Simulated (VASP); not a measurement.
MoH6, 7 atoms in the cell. The structure is tetragonal, space group I4/mmm (No. 139). The conventional cell has a = 5.384 Å, b = 5.384 Å, c = 5.251 Å, α = 90.00°, β = 90.00°, γ = 90.00°. H (site symmetry -4m2) has 10 H at 2.52 to 2.63 Å as nearest neighbours. H (site symmetry m2m) has 2 H at 1.28 Å as nearest neighbours. Around Mo (site symmetry 4/mmm) lie 20 H at 2.78 to 3.00 Å. The cell was built by a generator and needn't be a form met in nature.

- Program: VASP 6.6.1
- Task: relaxation of cell and atoms
- Functional: PBE
- Potentials or basis: VASP PAW PBE potentials, release 64 (H, Mo_sv)
- Cutoff: 520 eV
- k mesh: 4 × 4 × 4
- Occupations: gaussian, width 0.15 eV
- Spin: no spin polarisation
- Further INCAR settings: PREC = Normal; ALGO = Fast; EDIFF = 0.0001; IBRION = 2; EDIFFG = -0.08; NSW = 24; ISIF = 3

Potentials or basis: VASP PAW PBE potentials, release 64 (H, Mo_sv).

The run is started by

```sh
$ cat potpaw_PBE.64/H/POTCAR potpaw_PBE.64/Mo_sv/POTCAR > POTCAR
$ mpirun -np 2 vasp_std > vasp.out
```

Hardware: 2 MPI ranks on Intel(R) Xeon(R) 6975P-C (Granite Rapids), with other jobs on the host.

Question: How long does it take, and how much memory?

Answer: Wall time 41 s on 2 MPI ranks on Intel(R) Xeon(R) 6975P-C (Granite Rapids) (shared host), peak memory 0.16 GiB a rank. Counts: scf iterations 132, k points 13, ion steps 15.
